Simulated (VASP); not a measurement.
Set up this calculation in VASP 6.6.1, as the native input.

| Property | Result |
| --- | --- |
| Task | relaxation of cell and atoms |
| Functional | PBEsol |
| Potentials or basis | VASP PAW PBE potentials, release 64 (Li_sv, S) |
| Cutoff | 600 eV |
| k mesh | 8 × 8 × 8 |
| Occupations | gaussian, width 0.03 eV |
| Spin | no spin polarisation |
| Further INCAR settings | ALGO = Normal; EDIFF = 1e-07; IBRION = 2; EDIFFG = -0.005; NSW = 90; ISIF = 3 |

The structure of Li2S lies in POSCAR:

```
Li2S                                    
1.0
   -0.0000000000      2.8269536215      2.8269536215
    2.8269536215     -0.0000000000      2.8269536215
    2.8269536215      2.8269536215      0.0000000000
  Li              S             
     2     1
Direct
     0.2500000000000000    0.2500000000000000    0.2500000000000000
     0.7500000000000000    0.7500000000000000    0.7500000000000000
     0.0000000000000000    0.0000000000000000    0.0000000000000000
```

These files were run (other wordings do the same):

INCAR

```
PREC     = Accurate       # precision mode
ENCUT    = 600            # plane-wave cutoff, eV
EDIFF    = 1E-7           # SCF threshold, eV
ISMEAR   = 0              # smearing method
SIGMA    = 0.03           # smearing width, eV
LREAL    = F              # projectors in reciprocal space
LASPH    = T              # aspherical terms in the spheres
NELM     = 80             # most SCF steps
ALGO     = Normal         # electronic algorithm
ISIF     = 3              # what is computed and relaxed
LWAVE    = F              # write WAVECAR
LCHARG   = F              # write CHGCAR
GGA      = PS             # functional
IBRION   = 2              # ionic algorithm
NSW      = 90             # ionic steps
EDIFFG   = -0.005         # ionic threshold
KPAR     = 2
```

KPOINTS

```
regular mesh
0
Gamma
  8 8 8
```

Potentials or basis: VASP PAW PBE potentials, release 64 (Li_sv, S).

Command:

```bash
$ cat potpaw_PBE.64/Li_sv/POTCAR potpaw_PBE.64/S/POTCAR > POTCAR
$ mpirun -np 2 vasp_std > vasp.out
```

It gave:

```
Pressure after relaxing : 0.0 GPa
Band gap on the k mesh  : 3.20 eV, indirect (least direct gap 4.23 eV)
```

Caveat: the cutoff is under 1.25 times the usual one of these potentials, so pressure, stress and relaxed cells hold a basis-set (Pulay) error; the relaxation stopped at its first step, so nothing moved; the PAW data sets were made with another functional, which shifts forces and pressure a little.

It took 8.1 s on 2 MPI ranks on Intel(R) Xeon(R) Platinum 8488C (Sapphire Rapids), with other jobs on the host, peak memory 0.16 GiB a rank.
